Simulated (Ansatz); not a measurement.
C: clamped-ion strain scan

Level of theory: Ansatz, DFT PBE+D3(BJ), scalar-relativistic, plane waves, PAW. The runs took a 420 eV cutoff, a Γ-centred 22×22×8 mesh and Gaussian smearing (0.15 eV). No spin polarisation. Energies are free energies at this smearing, counted from the undisturbed cell; pressure is positive in compression.

The starting cell (relaxed at this level; this form isn't the usual structure):

```
C
1.0
     1.23277   -2.13415    0.00000
     1.23277    2.13415    0.00000
     0.00000    0.00000    6.79898
C
4
Direct
  0.08331 0.91669 0.75000
  0.58331 0.41669 0.25000
  0.91669 0.08331 0.25000
  0.41669 0.58331 0.75000
```

The cell is strained by ε times the Voigt pattern (0, 0, 0, 1, 0, 0) (xx, yy, zz, yz, xz, xy; engineering shear) with fractional coordinates fixed. The cell is metallic on the mesh throughout.

| ε | ΔE (meV/atom) | stress summed along the pattern (GPa, tension positive) | pressure (GPa) |
| --- | --- | --- | --- |
| -0.0400 | -0.1 | 0.08 | -0.1 |
| -0.0200 | 0.0 | 0.04 | 0.0 |
| 0.0000 | 0.0 | 0.00 | 0.0 |
| 0.0050 | 0.0 | ? | 0.0 |
| 0.0100 | 0.0 | -0.02 | 0.0 |
| 0.0150 | 0.0 | ? | 0.0 |
| 0.0250 | 0.0 | -0.05 | 0.0 |
| 0.0300 | -0.1 | -0.06 | -0.1 |
| 0.0350 | -0.1 | -0.07 | -0.1 |

By symmetry 0.0400 repeats -0.0400, -0.0300 repeats 0.0300, 0.0200 repeats -0.0200, -0.0100 repeats 0.0100 in energy; the slope of the energy along the path changes sign there. All sampled points lie below the start, which is a maximum along this line.

(1) Give the withheld values.

## Answers

(1) stress summed along the pattern (GPa, tension positive) at ε = 0.0050: -0.01; stress summed along the pattern (GPa, tension positive) at ε = 0.0150: -0.03.

Cost: 9 runs of about 1.6 core-minutes in all, on AMD EPYC 9R45 (Zen 5) (shared hosts).